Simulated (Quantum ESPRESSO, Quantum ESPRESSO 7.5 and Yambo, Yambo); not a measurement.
**Excitons of GaAs (F-43m) on ever denser meshes**

Aim: follow the lowest exciton of GaAs (F-43m) as the mesh is refined.

Calculated with Quantum ESPRESSO 7.5 and Yambo 5.3.0; PBE and many-body steps on it, plane waves.

## Step 1: Set-up

It takes space group F-43m (No. 216, cubic). The conventional cell has a = 5.654 Å, b = 5.654 Å, c = 5.654 Å, α = 90.00°, β = 90.00°, γ = 90.00°. Ga has 4 As at 2.45 Å nearest. Nearest to As lie 4 Ga at 2.45 Å. Farther neighbours are not listed.

The cell and positions come from the Crystallography Open Database and are kept as given unless a step says otherwise.

## Step 2: Empty states on the mesh, 4×4×4 mesh, 124 bands

This step: Quantum ESPRESSO 7.5; DFT, PBE, plane waves, norm-conserving pseudopotentials.

The sums over transitions need many empty states on a uniform mesh; this step solves for them.

The input, pw.in:

```
&control
  calculation = 'nscf'
  prefix = 'x'
  outdir = 'o'
  pseudo_dir = 'pseudo'
/
&system
  ibrav = 0
  nat = 2
  ntyp = 2
  ecutwfc = 104.0
  nbnd = 124
  force_symmorphic = .true.
/
&electrons
  conv_thr = 1e-9
  electron_maxstep = 80
  diago_full_acc = .true.
  diago_thr_init = 5e-6
/
ATOMIC_SPECIES
  Ga 69.723 Ga.upf
  As 74.922 As.upf
CELL_PARAMETERS angstrom
  0.0000000000 2.8268500000 2.8268500000
  2.8268500000 0.0000000000 2.8268500000
  2.8268500000 2.8268500000 0.0000000000
ATOMIC_POSITIONS crystal
  Ga 0.0000000000 0.0000000000 0.0000000000
  As 0.2500000000 0.2500000000 0.2500000000
K_POINTS automatic
  4 4 4 0 0 0
```

The run is started by

```console
$ OMP_NUM_THREADS=1 mpirun -n 4 pw.x -nk 4 -in pw.in > pw.out
```

The program printed:

```text
Program PWSCF v.7.5 starts

     This program is part of the open-source Quantum ESPRESSO suite
     for quantum simulation of materials; please cite
         "P. Giannozzi et al., J. Phys.:Condens. Matter 21 395502 (2009);
         "P. Giannozzi et al., J. Phys.:Condens. Matter 29 465901 (2017);
         "P. Giannozzi et al., J. Chem. Phys. 152 154105 (2020);
     in publications or presentations arising from this work. More details at

     Atomic positions and unit cell read from directory:
     o/x.save/

     Message from routine setup:
[...]
66.3909  66.3909  66.8454  68.4226  68.4226  68.6866  68.6866  68.7091
     [... 4 further rows ...]
    95.7229  95.7229  96.3827  96.3827  96.5790  96.8161  97.0642  97.0642
    97.8354  97.8354  98.1728 100.6336

          k = 0.3536 0.0000 0.0000 (  5457 PWs)   bands (ev):

     [... further k-points ...]

     highest occupied, lowest unoccupied level (ev):     9.8275   10.3456

     XML data file, pseudopotentials, collected wavefunctions

=------------------------------------------------------------------------------=
   JOB DONE.
=------------------------------------------------------------------------------=
```

Wall time 12 s (4 MPI ranks of Arm Neoverse V1, shared host); peak memory 0.43 GiB.

This step gave:

```
gap                                                           : 0.5181 eV
k of the valence top                                          : 0, 0, 0
k of the conduction bottom                                    : 0, 0, 0
least direct gap                                              : 0.5181 eV
k points computed                                             : 8
lowest point of the top converged band, above the valence top : 87.1270 eV
```

On this mesh the gap is 0.518 eV.

The density comes from a self-consistent run that is not shown.

## Step 3: Conversion and set-up

This step: Yambo 5.3.0; conversion and set-up on PBE, plane waves, norm-conserving pseudopotentials.

The states are converted to the many-body program's format and the q mesh is built.

The run is started by

```console
$ (cd o/x.save; p2y > p2y.log; mv SAVE ../..); yambo > setup.log
```

The program printed:

```text
 Yambo, version 5.3.0

 [02] CORE Variables Setup
 =========================

  [02.01] Unit cells
  ==================

  Cell kind             :  FCC
  Atoms in the cell     :  Ga  As
  number of Ga atoms    :  1
  number of As atoms    :  1

  List of atomic masses
  Mass of Ga    :  69.72300
  Mass of As    :  74.92200

  List of atomic coordinates    : [cc]
  Ga1       :  0.000000  0.000000  0.000000  order 1
  As1       :  2.670986  2.670986  2.670986  order 2

  Alat factors          :  5.341972  5.341972  5.341972 [a.u.]
  Direct lattice volume :  304.8842 [a.u.]
[...]
==========================================

 IBZ Q-points                                      :   8
 BZ  Q-points                                      :   64

 K/Q-points units:
 rlu = crystal or reduced units; cc = cartesian coordinates; iku = interal k-units

 Q [1]          [rlu]:  0.000000  0.000000  0.000000
 Q [2]          [rlu]: -0.91587E-18 -0.91587E-18  0.25000
 Q [3]          [rlu]:  0.18317E-17  0.18317E-17 -0.50000
[...]
Q [7]          [rlu]:  0.52231E-17 -0.50000     -0.50000
 Q [8]          [rlu]:  0.250000 -0.500000 -0.250000

  [03.01] X indexes
  =================

   [03.01.01] Sigma indexes
   ========================

 [06] Game Over & Game summary
```

Elapsed: 3.3 s, on 1 MPI rank; peak memory 0.26 GiB.

## Step 4: Screening and self-energy, 4×4×4 mesh, 124 bands, screening to 163.3 eV

G0W0 replaces the xc potential by the self-energy, built once from these orbitals. Only a window of levels is corrected, while the sums run over the empty bands that the input names.

This step: G0W0 on PBE, plane waves, norm-conserving pseudopotentials.

The input, gw1.in:

```
HF_and_locXC
gw0
dyson
ppa
em1d
rim_cut
RandQpts= 1000000
RandGvec= 1 RL
EXXRLvcs= 104 Ry
VXCRLvcs= 416 Ry
Chimod= "HARTREE"
% BndsRnXp
 1 | 124 |
%
NGsBlkXp= 12 Ry
% LongDrXp
 1 | 1 | 1 |
%
% GbndRnge
 1 | 124 |
%
DysSolver= "n"
ExtendOut
PPAPntXp= 27.21138 eV
% QPkrange
 1 | 1 | 21 | 24 |
%
```

The run is started by

```console
$ OMP_NUM_THREADS=1 mpirun -n 4 yambo -F gw1.in -J gw1 -C gw1 > gw1.log
```

The program printed:

```text
 Yambo, version 5.3.0

 [02] CORE Variables Setup
 =========================

  [... cell, symmetries and grids as in the set-up ...]

  [02.05] Energies & Occupations
  ==============================

  [X] === General ===
  [X] Electronic Temperature                        :  0.000000  0.000000 [eV K]
  [X] Bosonic    Temperature                        :  0.000000  0.000000 [eV K]
  [X] Finite Temperature mode                       : no
  [X] El. density                                   :  0.97390E+24 [cm-3]
[...]
Sx RL components                                 :   5601

   QP @ state[ 1 ] K range                          :  1  1
   QP @ state[ 1 ] b range                          :  21  24
   GF energies kind                                 : Perdew, Burke & Ernzerhof(X)+Perdew, Burke & Ernzerhof(C)
   GF WF`s kind                                     : Perdew, Burke & Ernzerhof(X)+Perdew, Burke & Ernzerhof(C)
   Xs energies kind                                 : Perdew, Burke & Ernzerhof(X)+Perdew, Burke & Ernzerhof(C)
   Xs WF`s kind                                     : Perdew, Burke & Ernzerhof(X)+Perdew, Burke & Ernzerhof(C)

 [11] Game Over & Game summary
```

Elapsed: 2.5 min, on 4 MPI ranks; peak memory 2.1 GiB.

Numbers from this step:

* G0W0 gap on the points computed: 1.176 eV
* starting gap on the mesh: 0.5181 eV
* k of the valence top: 0, 0, 0
* k of the conduction bottom: 0, 0, 0
* least direct G0W0 gap on the computed points: 1.176 eV

The gap on the mesh goes from 0.52 eV to 1.18 eV, a correction of +0.66 eV.

The gap opens by 0.658 eV; the next steps shift the empty bands rigidly by 0.658 eV.

## Step 5: Empty states on the mesh, 4×4×4 mesh, 32 bands

This step: Quantum ESPRESSO 7.5; DFT, PBE, plane waves, norm-conserving pseudopotentials.

Edit pw.in of step 2 so:

```diff
@@ -11,3 +11,3 @@
   ecutwfc = 104.0
-  nbnd = 124
+  nbnd = 32
   force_symmorphic = .true.
```

The run is started by

```console
$ OMP_NUM_THREADS=1 mpirun -n 4 pw.x -nk 4 -in pw.in > pw.out
```

The program printed:

```text
[banner, memory and clock lines left out]
Program PWSCF v.7.5 starts

     Atomic positions and unit cell read from directory:
     o/x.save/

     Message from routine setup:
     using ibrav=0 with symmetry is DISCOURAGED, use correct ibrav instead

     G-vector sticks info

     bravais-lattice index     =            0
     lattice parameter (alat)  =       7.5547  a.u.
     unit-cell volume          =     304.8842 (a.u.)^3
     number of atoms/cell      =            2
     number of atomic types    =            2
     number of electrons       =        44.00
[...]
k = 0.1768 0.1768-0.1768 (  5459 PWs)   bands (ev):

  -174.9302-133.8473-118.3121-118.3121-118.3121 -84.5717 -84.5717 -84.5717
[...]
k =-0.3536-0.3536 0.3536 (  5444 PWs)   bands (ev):

  -174.9302-133.8473-118.3121-118.3121-118.3121 -84.5717 -84.5717 -84.5717
[...]
-4.8856  -4.8856  -1.1350   3.1931   8.6866   8.6866  10.8304  14.4709
    14.4709  17.5915  20.2384  21.7453  21.7453  22.3569  22.9998  22.9998

          k = 0.3536 0.0000 0.0000 (  5457 PWs)   bands (ev):

     [... further k-points ...]

     highest occupied, lowest unoccupied level (ev):     9.8275   10.3456

     XML data file, pseudopotentials, collected wavefunctions
```

Wall time 2.3 s (4 MPI ranks); peak memory 0.28 GiB.

Numbers from this step:

| Item | Value |
| --- | --- |
| gap | 0.5181 eV |
| k of the valence top | 0, 0, 0 |
| k of the conduction bottom | 0, 0, 0 |
| least direct gap | 0.5181 eV |
| k points computed | 8 |
| lowest point of the top converged band, above the valence top | 11.57 eV |

On this mesh the gap is 0.518 eV.

## Step 6: Conversion and set-up

This step: Yambo 5.3.0; conversion and set-up on PBE, plane waves, norm-conserving pseudopotentials.

The run is started by

```console
$ (cd o/x.save; p2y > p2y.log; mv SAVE ../..); yambo > setup.log
```

The program printed:

```text
 Yambo, version 5.3.0

 [02] CORE Variables Setup
 =========================

  [02.01] Unit cells
  ==================

  Cell kind             :  FCC
  Atoms in the cell     :  Ga  As
  number of Ga atoms    :  1
  number of As atoms    :  1

  List of atomic masses
  Mass of Ga    :  69.72300
  Mass of As    :  74.92200

  List of atomic coordinates    : [cc]
  Ga1       :  0.000000  0.000000  0.000000  order 1
  As1       :  2.670986  2.670986  2.670986  order 2

  Alat factors          :  5.341972  5.341972  5.341972 [a.u.]
  Direct lattice volume :  304.8842 [a.u.]
[...]
==========================================

 IBZ Q-points                                      :   8
 BZ  Q-points                                      :   64

 K/Q-points units:
 rlu = crystal or reduced units; cc = cartesian coordinates; iku = interal k-units

 Q [1]          [rlu]:  0.000000  0.000000  0.000000
 Q [2]          [rlu]: -0.91587E-18 -0.91587E-18  0.25000
 Q [3]          [rlu]:  0.18317E-17  0.18317E-17 -0.50000
[...]
Q [7]          [rlu]:  0.52231E-17 -0.50000     -0.50000
 Q [8]          [rlu]:  0.250000 -0.500000 -0.250000

  [03.01] X indexes
  =================

   [03.01.01] Sigma indexes
   ========================

 [06] Game Over & Game summary
```

It took 3.2 s on 1 MPI rank; peak memory 0.26 GiB.

(Continued in part 2 of 5.)

[Paths, hosts, dates, memory and timing lines, banners, echoed tables and standing remarks are left out of the program output.]

[Logs are printed without paths, hosts, clocks, repeated set-up lines and the standing remarks that a program may print on its own settings, such as how far it seeks lower states.]

[Runs of the session that timed out or met a known fault of the program may be left out.]

[Hosts, paths, dates, database ids (printed as entryN), source tags and the programs' standing remarks are cut or masked in the printed files.]
